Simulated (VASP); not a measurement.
# MgO (Fm-3m) in VASP: a series of runs

One crystal, MgO, is run at these levels: LDA; tasks: single point.

Everything below comes from runs of VASP 6.6.1. Logs are shortened: lines on timing, memory, paths and dates and some standing lists are left out, and cuts for length are marked.

## 1. The crystal as given

Symmetry: Fm-3m, No. 225, cubic system. Conventional cell: a = 4.194 Å, b = 4.194 Å, c = 4.194 Å, α = 90.00°, β = 90.00°, γ = 90.00°. Mg (site symmetry m-3m) has 6 O at 2.10 Å as nearest neighbours. Around O (site symmetry m-3m) lie 6 Mg at 2.10 Å.

The cell is a database's computed one.

## 2. Single point, LDA

Input file INCAR:

```
PREC = Normal
ENCUT = 400
EDIFF = 1E-4
ISMEAR = 0
SIGMA = 0.05
LREAL = Auto
LASPH = True
NELM = 100
ALGO = Normal
ISIF = 2
LWAVE = False
LCHARG = False
GGA = CA
NBANDS = 11
ADDGRID = False
```

Input file KPOINTS:

```
regular mesh
0
Gamma
  4 4 4
```

Input file POSCAR:

```
MgO
1.0
    0.0000000000      2.0970013927      2.0970013927
    2.0970013927      0.0000000000      2.0970013927
    2.0970013927      2.0970013927      0.0000000000
Mg O
1 1
Direct
    0.0000000000      0.0000000000      0.0000000000
    0.5000000000      0.5000000000      0.5000000000
```

Potentials or basis: VASP PAW LDA potentials, release 64 (Mg, O).

On the command line:

```console
cat potpaw_LDA.64/Mg/POTCAR potpaw_LDA.64/O/POTCAR > POTCAR
mpirun -np 1 vasp_std > vasp.out
```

OUTCAR:

```text
PREC = Normal
   ENCUT = 400
   EDIFF = 1E-4
   ISMEAR = 0
   LREAL = Auto
   LASPH = True
   NELM = 100
   ISIF = 2
   GGA = CA

 Found      8 irreducible k-points:

 Following reciprocal coordinates:
            Coordinates               Weight
  0.000000  0.000000  0.000000      1.000000
  0.250000  0.000000  0.000000      8.000000
  0.500000  0.000000  0.000000      4.000000
  0.250000  0.250000  0.000000      6.000000
  0.500000  0.250000  0.000000     24.000000
 -0.250000  0.250000  0.000000     12.000000
   k-points           NKPTS =      8   k-points in BZ     NKDIM =      8   number of bands    NBANDS=     11
   number of dos      NEDOS =    301   number of ions     NIONS =      2
   total plane-waves  NPLWV =   4096
   dimension x,y,z NGX =    16 NGY =   16 NGZ =   16
   dimension x,y,z NGXF=    32 NGYF=   32 NGZF=   32
   ions per type =               1   1
   NGX,Y,Z   is equivalent  to a cutoff of   8.97,  8.97,  8.97 a.u.
   NGXF,Y,Z  is equivalent  to a cutoff of  17.94, 17.94, 17.94 a.u.
 SYSTEM =  unknown system
   PREC   = normal    normal or accurate (medium, high low for compatibility)
   ISTART =      0    job   : 0-new  1-cont  2-samecut
   ICHARG =      2    charge: 1-file 2-atom 10-const
   ISPIN  =      1    spin polarized calculation?
   LNONCOLLINEAR =      F non collinear calculations
   LSORBIT =      F    spin-orbit coupling
   LASPH  =      T    aspherical Exc in radial PAW
   ENCUT  =  400.0 eV  29.40 Ry    5.42 a.u.   4.84  4.84  4.84*2*pi/ulx,y,z
   NELM   =    100;   NELMIN=  2; NELMDL= -5     # of ELM steps
   EDIFF  = 0.1E-03   stopping-criterion for ELM
   LREAL  =      T    real-space projection
   EDIFFG = 0.1E-02   stopping-criterion for IOM
   NSW    =      0    number of steps for IOM
   IBRION =     -1    ionic relax: 0-MD 1-quasi-New 2-CG
   NFREE  =      0    steps in history (QN), initial steepest desc. (CG)
   ISIF   =      2    stress and relaxation
   ISYM   =      2    0-nonsym 1-usesym 2-fastsym
   POTIM  = 0.5000    time-step for ionic-motion
   TEBEG  =    0.0;   TEEND  =   0.0 temperature during run
   PSTRESS=    0.0 pullay stress
   NELECT =       8.0000    total number of electrons
   NUPDOWN=      -1.0000    fix difference up-down
   EMIN   =  10.00;   EMAX   =-10.00  energy-range for DOS
   EFERMI =   0.00;   METHOD = LEGACY
   ISMEAR =     0;   SIGMA  =   0.05  broadening in eV -4-tet -1-fermi 0-gaus
   EFERMI_NEDOS =   21; number of points for ismear=-14 and -15
   IALGO  =     38    algorithm
   IMIX   =      4    mixing-type and parameters
     AMIX     =   0.40;   BMIX     =  1.00
     AMIX_MAG =   1.60;   BMIX_MAG =  1.00
  volume/ion in A,a.u.               =       9.22        62.23
  Fermi-wavevector in a.u.,A,eV,Ry     =   1.239261  2.341864 20.895389  1.535768
  Thomas-Fermi vector in A             =   2.373752
   LORBIT       =      0    0 simple, 1 ext, 2 COOP (PROOUT), +10 PAW based schemes
   GGA     = CA    functional components
   LHFCALC =     F    Hartree Fock is set to
   AEXX    =    0.0000 exact exchange contribution
   IVDW    =     0    specifies the selected vdW correction
   LEPSILON=     F    determine dielectric tensor
   LRPA    =     F    only Hartree local field effects (RPA)
 non-spin polarized calculation
 Gauss-broadening in eV      SIGMA  =   0.05
  energy-cutoff  :      400.00
  volume of cell :       18.44
 maximum number of plane-waves:       344
   NGX =  9   NGY =  9   NGZ =  9

 number of electron       7.9999996 magnetization

 Free energy of the ion-electron system (eV)
  ---------------------------------------------------
  ext. energy  EPLUGINS =         0.00000000
  ---------------------------------------------------
  free energy    TOTEN  =       -13.44823413 eV

  energy without entropy =      -13.44823413  energy(sigma->0) =      -13.44823413

 E-fermi :   3.3090     XC(G=0): -11.6515

 val. band max:        2.9818142528   @ k =   0.0000   0.0000   0.0000
 cond. band min:       7.7611914300   @ k =   0.0000   0.0000   0.0000
 fundamental gap:      4.7793771772
 Fermi energy:         3.3090407337

 k-point     1 :       0.0000    0.0000    0.0000
  band No.  band energies     occupation
      1     -14.0851      2.00000
      2       2.9817      2.00000
      3       2.9818      2.00000
      4       2.9818      2.00000
      5       7.7612      0.00000
      6      18.5791      0.00000
      7      18.5791      0.00000
      8      18.5791      0.00000
      9      22.6354      0.00000
     10      24.2987      0.00000
     11      24.2987      0.00000

 k-point     2 :       0.2500    0.0000    0.0000
  band No.  band energies     occupation
      1     -13.4561      2.00000
      2       0.2631      2.00000
      3       2.6278      2.00000
      4       2.6279      2.00000
      5      10.0787      0.00000
      6      15.4272      0.00000
      7      19.4520      0.00000
      8      19.4520      0.00000
      9      22.9314      0.00000
     10      22.9314      0.00000
     11      24.8391      0.00000

 k-point     3 :       0.5000    0.0000    0.0000
  band No.  band energies     occupation
      1     -12.7003      2.00000
      2      -1.7775      2.00000
      3       2.3006      2.00000
      4       2.3007      2.00000
      5      10.7938      0.00000
      6      15.5477      0.00000
      7      19.1113      0.00000
      8      19.1113      0.00000
      9      23.7285      0.00000
     10      25.3182      0.00000
     11      25.3183      0.00000

 k-point     4 :       0.2500    0.2500    0.0000
  band No.  band energies     occupation
      1     -13.2834      2.00000
      2       0.2906      2.00000
      3       2.2173      2.00000
      4       2.2174      2.00000
      5      11.0669      0.00000
      6      13.9435      0.00000
      7      18.3015      0.00000
      8      20.2990      0.00000
      9      20.2990      0.00000
     10      26.1890      0.00000
     11      30.0484      0.00000

 k-point     5 :       0.5000    0.2500    0.0000
  band No.  band energies     occupation
      1     -12.5730      2.00000
      2      -0.9496      2.00000
      3       0.9986      2.00000
      4       1.9287      2.00000
      5      12.5794      0.00000
      6      14.4779      0.00000
      7      16.1331      0.00000
      8      20.4816      0.00000
      9      21.6606      0.00000
     10      27.3197      0.00000
     11      29.5711      0.00000

 k-point     6 :      -0.2500    0.2500    0.0000
  band No.  band energies     occupation
      1     -12.7817      2.00000
      2      -0.6134      2.00000
      3       0.9116      2.00000
      4       2.3024      2.00000
      5      12.4359      0.00000
      6      14.6597      0.00000
      7      16.8676      0.00000
      8      20.3294      0.00000
      9      22.7895      0.00000
     10      23.8322      0.00000
     11      28.5563      0.00000

 [... further k-points ...]
[... 5 lines left out ...]
  --------------------------------------------------------------------------------------
  -------------------------------------------------------------------------------------
  Total       -1.2058170     -1.2058170     -1.2058170      0.0000000      0.0000000      0.0000000
  in kB     -104.7528459   -104.7528459   -104.7528459      0.0000000      0.0000000      0.0000000
  external PRESSURE =    -104.7528459 kB  Pullay stress =       0.0000000 kB

 VOLUME and BASIS-vectors are now :
 -----------------------------------------------------------------------------
  energy-cutoff  :      400.00
  volume of cell :       18.44
      direct lattice vectors                 reciprocal lattice vectors
     0.000000000  2.097001393  2.097001393    -0.238435702  0.238435702  0.238435702
     2.097001393  0.000000000  2.097001393     0.238435702 -0.238435702  0.238435702
     2.097001393  2.097001393  0.000000000     0.238435702  0.238435702 -0.238435702

 POSITION                                       TOTAL-FORCE (eV/Angst)
 -----------------------------------------------------------------------------------
      0.00000      0.00000      0.00000         0.000000     -0.000000      0.000000
      2.09700      2.09700      2.09700        -0.000000      0.000000      0.000000
 -----------------------------------------------------------------------------------
    total drift:                                0.000000      0.000000      0.000000

  FREE ENERGIE OF THE ION-ELECTRON SYSTEM (eV)
  ---------------------------------------------------
  free  energy   TOTEN  =       -13.4482341312 eV

  energy  without entropy=      -13.4482341312  energy(sigma->0) =      -13.44823413
```

Wall time 2 s (1 thread of AMD EPYC 9R45 (Zen 5), shared host); peak memory 0.07 GiB.

The run converged, but some of its settings lie outside the range that counts as converged, so its numbers aren't taken as properties of the crystal.

What came out:

```
Free energy            : -13.4482 eV
Band gap on the k mesh : 4.78 eV, direct
```

Caveat: the k mesh is coarse (spacing up to 0.65 Å⁻¹), so the values aren't converged; the cutoff is under 1.25 times the usual one of these potentials, so pressure, stress and relaxed cells hold a basis-set (Pulay) error.

## 3. Single point, LDA

INCAR is that of step 2.

KPOINTS is that of step 2.

Input file POSCAR:

```
MgO
1.0
    0.0000000000      2.0970013927      2.0970013927
    2.0970013927      0.0000000000      2.0970013927
    2.0970013927      2.0970013927      0.0000000000
Mg O
1 1
Direct
   -0.0111690000     -0.0083340000      0.0019910000
    0.5083620000      0.4891820000      0.5308490000
```

Potentials or basis: VASP PAW LDA potentials, release 64 (Mg, O).

On the command line:

```console
cat potpaw_LDA.64/Mg/POTCAR potpaw_LDA.64/O/POTCAR > POTCAR
mpirun -np 1 vasp_std > vasp.out
```

Run time: 3.9 s. Hardware: 1 thread of AMD EPYC 9R45 (Zen 5), shared host; peak memory 0.07 GiB.

The run converged, but some of its settings lie outside the range that counts as converged, so its numbers aren't taken as properties of the crystal.

Results:

- Free energy: -13.4081 eV
- Largest force: 0.675 eV/Å
- Band gap on the k mesh: 4.77 eV, direct

Caveat: the k mesh is coarse (spacing up to 0.65 Å⁻¹), so the values aren't converged; the cutoff is under 1.25 times the usual one of these potentials, so pressure, stress and relaxed cells hold a basis-set (Pulay) error.
